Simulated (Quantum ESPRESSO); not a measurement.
Write the native input for Quantum ESPRESSO 7.5 that does the following.

```
Task                : band structure
Functional          : PBEsol
Potentials or basis : SG15 PBE 1.2
Cutoff              : 952 eV
Density cutoff      : 3810 eV
k mesh              : 7 × 7 × 7
Occupations         : fermi-dirac, width 0.05 eV
Spin                : no spin polarisation
Mixing beta         : 0.5
Most SCF iterations : 120
SCF threshold       : 4e-10 Ry
```

The system is Sn.

```
CELL_PARAMETERS angstrom
0.00000 3.23334 3.23334
3.23334 0.00000 3.23334
3.23334 3.23334 0.00000
ATOMIC_POSITIONS crystal
Sn 0.75000 0.75000 0.75000
Sn 0.50000 0.50000 0.50000
```

This isn't the form of Sn at room conditions, which is tetragonal (white tin).

The input as run:

pw.in

```
&CONTROL
  calculation = 'scf'
  prefix = 'pwscf'
  outdir = './tmp'
  pseudo_dir = './pseudo'
  tprnfor = .true.
  tstress = .true.
  disk_io = 'low'
/
&SYSTEM
  ibrav = 0
  nat = 2
  ntyp = 1
  ecutwfc = 70
  nbnd = 21
  input_dft = 'pbesol'
  occupations = 'smearing'
  smearing = 'fd'
  degauss = 0.00367493
/
&ELECTRONS
  conv_thr = 4d-10
  electron_maxstep = 120
  mixing_beta = 0.5
/
ATOMIC_SPECIES
Sn   118.7100 Sn_ONCV_PBE-1.2.upf
CELL_PARAMETERS angstrom
   0.0000000000    3.2333428000    3.2333428000
   3.2333428000    0.0000000000    3.2333428000
   3.2333428000    3.2333428000    0.0000000000
ATOMIC_POSITIONS crystal
Sn     0.7500000000    0.7500000000    0.7500000000
Sn     0.5000000000    0.5000000000    0.5000000000
K_POINTS automatic
7 7 7 0 0 0
```

bands.in

```
&CONTROL
  calculation = 'bands'
  prefix = 'pwscf'
  outdir = './tmp'
  pseudo_dir = './pseudo'
  disk_io = 'low'
  verbosity = 'high'
/
&SYSTEM
  ibrav = 0
  nat = 2
  ntyp = 1
  ecutwfc = 70
  nbnd = 21
  input_dft = 'pbesol'
  occupations = 'smearing'
  smearing = 'fd'
  degauss = 0.00367493
/
&ELECTRONS
  conv_thr = 1d-08
  electron_maxstep = 120
  mixing_beta = 0.5
  diago_full_acc = .true.
  startingwfc = 'random'
/
ATOMIC_SPECIES
Sn   118.7100 Sn_ONCV_PBE-1.2.upf
CELL_PARAMETERS angstrom
   0.0000000000    3.2333428000    3.2333428000
   3.2333428000    0.0000000000    3.2333428000
   3.2333428000    3.2333428000    0.0000000000
ATOMIC_POSITIONS crystal
Sn     0.7500000000    0.7500000000    0.7500000000
Sn     0.5000000000    0.5000000000    0.5000000000
K_POINTS crystal
60
 0.0000000000  0.0000000000  0.0000000000 1
 0.0625000000  0.0000000000  0.0625000000 1
 0.1250000000  0.0000000000  0.1250000000 1
 0.1875000000  0.0000000000  0.1875000000 1
 0.2500000000  0.0000000000  0.2500000000 1
 0.3125000000  0.0000000000  0.3125000000 1
 0.3750000000  0.0000000000  0.3750000000 1
 0.4375000000  0.0000000000  0.4375000000 1
 0.5000000000  0.0000000000  0.5000000000 1
 0.5000000000  0.0625000000  0.5625000000 1
 0.5000000000  0.1250000000  0.6250000000 1
 0.5000000000  0.1875000000  0.6875000000 1
 0.5000000000  0.2500000000  0.7500000000 1
 0.4375000000  0.3125000000  0.7500000000 1
 0.3750000000  0.3750000000  0.7500000000 1
 0.3375000000  0.3375000000  0.6750000000 1
 0.3000000000  0.3000000000  0.6000000000 1
 0.2625000000  0.2625000000  0.5250000000 1
 0.2250000000  0.2250000000  0.4500000000 1
 0.1875000000  0.1875000000  0.3750000000 1
 0.1500000000  0.1500000000  0.3000000000 1
 0.1125000000  0.1125000000  0.2250000000 1
 0.0750000000  0.0750000000  0.1500000000 1
 0.0375000000  0.0375000000  0.0750000000 1
 0.0000000000  0.0000000000  0.0000000000 1
 0.0625000000  0.0625000000  0.0625000000 1
 0.1250000000  0.1250000000  0.1250000000 1
 0.1875000000  0.1875000000  0.1875000000 1
 0.2500000000  0.2500000000  0.2500000000 1
 0.3125000000  0.3125000000  0.3125000000 1
 0.3750000000  0.3750000000  0.3750000000 1
 0.4375000000  0.4375000000  0.4375000000 1
 0.5000000000  0.5000000000  0.5000000000 1
 0.5250000000  0.4500000000  0.5250000000 1
 0.5500000000  0.4000000000  0.5500000000 1
 0.5750000000  0.3500000000  0.5750000000 1
 0.6000000000  0.3000000000  0.6000000000 1
 0.6250000000  0.2500000000  0.6250000000 1
 0.5833333333  0.2500000000  0.6666666667 1
 0.5416666667  0.2500000000  0.7083333333 1
 0.5000000000  0.2500000000  0.7500000000 1
 0.5000000000  0.2857142857  0.7142857143 1
 0.5000000000  0.3214285714  0.6785714286 1
 0.5000000000  0.3571428571  0.6428571429 1
 0.5000000000  0.3928571429  0.6071428571 1
 0.5000000000  0.4285714286  0.5714285714 1
 0.5000000000  0.4642857143  0.5357142857 1
 0.5000000000  0.5000000000  0.5000000000 1
 0.4821428571  0.4821428571  0.5357142857 1
 0.4642857143  0.4642857143  0.5714285714 1
 0.4464285714  0.4464285714  0.6071428571 1
 0.4285714286  0.4285714286  0.6428571429 1
 0.4107142857  0.4107142857  0.6785714286 1
 0.3928571429  0.3928571429  0.7142857143 1
 0.3750000000  0.3750000000  0.7500000000 1
 0.6250000000  0.2500000000  0.6250000000 1
 0.5937500000  0.1875000000  0.5937500000 1
 0.5625000000  0.1250000000  0.5625000000 1
 0.5312500000  0.0625000000  0.5312500000 1
 0.5000000000  0.0000000000  0.5000000000 1
```

Potentials or basis: SG15 PBE 1.2.

Command:

```bash
$ OMP_NUM_THREADS=1 pw.x -in pw.in > pw.out
$ OMP_NUM_THREADS=1 pw.x -in bands.in > bands.out
```

It gave:

| Item | Value |
| --- | --- |
| Pressure | 1.2 GPa |
| Band gap on the k mesh | none (metal or under the smearing width) |

Caveat: the potentials were made for another functional, which shifts forces and pressure; spin-orbit coupling is left out, which moves the levels of the heavy elements.

Run time: 70 s on 1 thread of AMD EPYC 9B14 (Zen 4), on a shared host, peak memory 0.13 GiB.
